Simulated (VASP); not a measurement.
KF (strained zincblende), r²SCAN single-point calculation: Ansatz's output and VASP's

```xyz
2
Lattice="0.0709 2.9354 2.9354 2.9354 0.0709 2.9354 3.0063 3.0063 0.0000" Properties=species:S:1:pos:R:3 pbc="T T T"
K     0.0000    0.0000    0.0316
F     1.5031    1.5031    1.4361
```

Ansatz printed

```
SCF 1 converged in 6 iterations: F = -2354.923833 eV  dr2 = 1.37e-8
  greatest PAW one-centre occupation: 0.989 electrons in one spin orbital (limit 2), on the K atom at site 0 (counted from 0), in its partial waves of l = 0
NSCF: frozen V_eff on 6 k-points
SCF converged after 6 iterations
Free energy (F): -2354.923833 eV
Harris-Foulkes:  -2354.923833 eV  (|F-HF|=1.35e-8)
Internal energy: -2354.923833 eV  (E = F + TS)
E sigma→0 (E₀):  -2354.923833 eV
Fermi energy:    -0.900213 eV
--- Per-component energies (eV) ---
  E_band       = -168.341747
  E_kinetic    = 463.613142
  E_local      = -1347.900355  (includes V_loc(G=0)·N_el)
  E_nonlocal   = 85.271972
  E_hartree    = 504.704791
  E_xc         = -214.369086
  E_vxc        = -304.720655  (∫ρ·V_xc dr)
  E_paw        = -990.685222  (= ΣΔE_a)
  E_vpaw       = -94.245883  (= ΣTr[D̂ρ^β])
  E_aug_tail   = 0.001025  (compensation charges beyond the density's cutoff)
  E_vtau       = 20.230622  (kinetic-family band-sum trace: ∫τ·v_τ [+ j·A + Jᵃ·Aᵃ] dr)
  E_ewald      = -855.332525
  E_core_change = -0.227577  (= ΣΔE_core)
  E_smearing   = -0.000000  (= −TS)
  E_closure    = 0.000000  (closes the sum)
  Σ components = -2354.923833   (vs F -2354.923833, Δ=0.00e0)
--- Forces (eV/Å), atoms counted from 1 ---
  atom   1  K     -0.00000000     0.00000000     0.00028670
  atom   2  F      0.00000000    -0.00000000    -0.00026581
  max |Σ_I F_I| component: 2.09e-5 eV/Å
--- Stress (GPa, compression-positive) ---
        0.001538      -0.305990      -0.000000
       -0.305990       0.001538      -0.000000
       -0.000000      -0.000000      -0.027762
  P = ⅓ Tr σ = -0.0082 GPa (-0.082 kbar)
--- Band table (eV; the first three rows and the last of 95) ---
  k-point 0: bands = ["-28.0573", "-20.5820", "-10.6891", "-10.6890", "-10.6882", "-1.1364", "-1.1162", "-1.0917", "4.8374", "11.5367", "11.7095", "11.7203"]
  k-point 1: bands = ["-28.0515", "-20.5939", "-10.7028", "-10.6950", "-10.6944", "-1.1551", "-1.1044", "-1.0796", "5.1359", "11.2222", "11.4384", "11.4724"]
  k-point 2: bands = ["-28.0373", "-20.6227", "-10.7357", "-10.7115", "-10.7085", "-1.1859", "-1.0678", "-1.0511", "5.9112", "10.6422", "10.9182", "11.1825"]
  k-point 94: bands = ["-28.0010", "-20.6871", "-10.8218", "-10.8028", "-10.7149", "-1.3412", "-0.9169", "-0.9002", "7.9224", "8.0383", "12.3332", "12.8270"]
```

The two codes use different PAW datasets and cutoffs. VASP's cell holds 16 valence electrons and Ansatz's 16. Ansatz's stress includes a Pulay correction; VASP's doesn't.

Problem. What does VASP give for the same cell and level of theory?

Solution. gap between bands v and c 5.73 eV; least direct gap 5.92 eV; pressure 0.0 GPa.

From OUTCAR

```
k-points           NKPTS =     95   k-points in BZ     NKDIM =     95   number of bands    NBANDS=     15

   NELECT =      16.0000    total number of electrons

   dimension x,y,z NGX =    32 NGY =   32 NGZ =   32
   dimension x,y,z NGXF=    64 NGYF=   64 NGZF=   64

  energy-cutoff  :      520.00
  volume of cell :       50.56
      direct lattice vectors                 reciprocal lattice vectors
     0.070889944  2.935401430  2.935401430    -0.174549833  0.174549833  0.170334454
     2.935401430  0.070889944  2.935401430     0.174549833 -0.174549833  0.170334454
     3.006291374  3.006291374  0.000000000     0.166317877  0.166317877 -0.170334454

 k-points in reciprocal lattice and weights: KPOINTS created by Atomic Simulation Env
   0.00000000  0.00000000  0.00000000       0.002
   0.12500000 -0.00000000  0.00000000       0.008
   0.25000000 -0.00000000  0.00000000       0.008
   0.37500000 -0.00000000  0.00000000       0.008
   0.50000000 -0.00000000  0.00000000       0.004
   0.12500000  0.12500000  0.00000000       0.004
   0.25000000  0.12500000  0.00000000       0.008
   0.37500000  0.12500000  0.00000000       0.008
   ...

 E-fermi :  -3.9972

 k-point     1 :       0.0000    0.0000    0.0000
  band No.  band energies     occupation
      1     -31.3548      2.00000
      2     -23.7964      2.00000
      3     -13.9884      2.00000
      4     -13.9881      2.00000
      5     -13.9881      2.00000
      6      -4.3495      2.00000
      7      -4.3292      2.00000
      8      -4.3045      2.00000
      9       1.6153      0.00000
     10       8.3364      0.00000
     11       8.5110      0.00000
     12       8.5257      0.00000
     13       8.7396      0.00000
     14       8.8021      0.00000
     15      13.1592      0.00000

 k-point     2 :       0.1250   -0.0000    0.0000
  band No.  band energies     occupation
      1     -31.3483      2.00000
      2     -23.8077      2.00000
      3     -14.0080      2.00000
      4     -13.9960      2.00000
      5     -13.9953      2.00000
      6      -4.3442      2.00000
      7      -4.3340      2.00000
      8      -4.3054      2.00000
      9       1.9362      0.00000
     10       8.0773      0.00000
     11       8.1329      0.00000
     12       8.4348      0.00000
     13       8.8879      0.00000
     14       9.0081      0.00000
     15      12.5306      0.00000

 k-point     3 :       0.2500   -0.0000    0.0000
  band No.  band energies     occupation
      1     -31.3326      2.00000
      2     -23.8347      2.00000
      3     -14.0565      2.00000
      4     -14.0152      2.00000
      5     -14.0124      2.00000
      6      -4.3769      2.00000
      7      -4.2974      2.00000
      8      -4.2826      2.00000
      9       2.7604      0.00000
     10       7.5813      0.00000
     11       7.6658      0.00000
     12       7.9654      0.00000
     13       9.2387      0.00000
     14       9.3630      0.00000
     15      11.3581      0.00000

 k-point     4 :       0.3750   -0.0000    0.0000
  band No.  band energies     occupation
      1     -31.3168      2.00000
      2     -23.8611      2.00000
      3     -14.1067      2.00000
      4     -14.0342      2.00000
      5     -14.0293      2.00000
      6      -4.3762      2.00000
      7      -4.2624      2.00000
      8      -4.2599      2.00000
      9       3.7967      0.00000
     10       6.5463      0.00000
     11       7.4029      0.00000
     12       7.8089      0.00000
     13       9.5825      0.00000
     14       9.7329      0.00000
     15      11.0158      0.00000

 k-point     5 :       0.5000   -0.0000    0.0000
  band No.  band energies     occupation
      1     -31.3103      2.00000
      2     -23.8722      2.00000
      3     -14.1280      2.00000
      4     -14.0421      2.00000
      5     -14.0362      2.00000
      6      -4.3667      2.00000
      7      -4.2512      2.00000
      8      -4.2483      2.00000
      9       4.5227      0.00000
     10       5.7805      0.00000
     11       7.3167      0.00000
     12       7.7677      0.00000
     13       9.7479      0.00000
     14       9.9163      0.00000
     15      11.1960      0.00000

 k-point     6 :       0.1250    0.1250    0.0000
  band No.  band energies     occupation
      1     -31.3467      2.00000
      2     -23.8119      2.00000
      3     -14.0074      2.00000
      4     -14.0047      2.00000
      5     -13.9918      2.00000
      6      -4.3821      2.00000
      7      -4.3189      2.00000
      8      -4.2783      2.00000
      9       2.0266      0.00000
     10       7.4970      0.00000
     11       8.6215      0.00000
     12       8.6674      0.00000
     13       8.8274      0.00000
     14       8.8747      0.00000
     15      12.8353      0.00000

 ...

  Total       -0.0011577     -0.0011577     -0.0103284     -0.0963650      0.0000000      0.0000000
  in kB       -0.0366870     -0.0366870     -0.3273130     -3.0538710      0.0000000      0.0000000
  external PRESSURE =      -0.1335623 kB  Pullay stress =       0.0000000 kB

 POSITION                                       TOTAL-FORCE (eV/Angst)
 -----------------------------------------------------------------------------------
      3.00629      3.00629      0.03160         0.000000      0.000000      0.002382
      1.50315      1.50315      1.43610        -0.000000     -0.000000     -0.002382
 -----------------------------------------------------------------------------------
    total drift:                               -0.000001     -0.000001      0.000640

  FREE ENERGIE OF THE ION-ELECTRON SYSTEM (eV)
  ---------------------------------------------------
  free  energy   TOTEN  =       -14.7038631183 eV

  energy  without entropy=      -14.7038631183  energy(sigma->0) =      -14.70386312
```
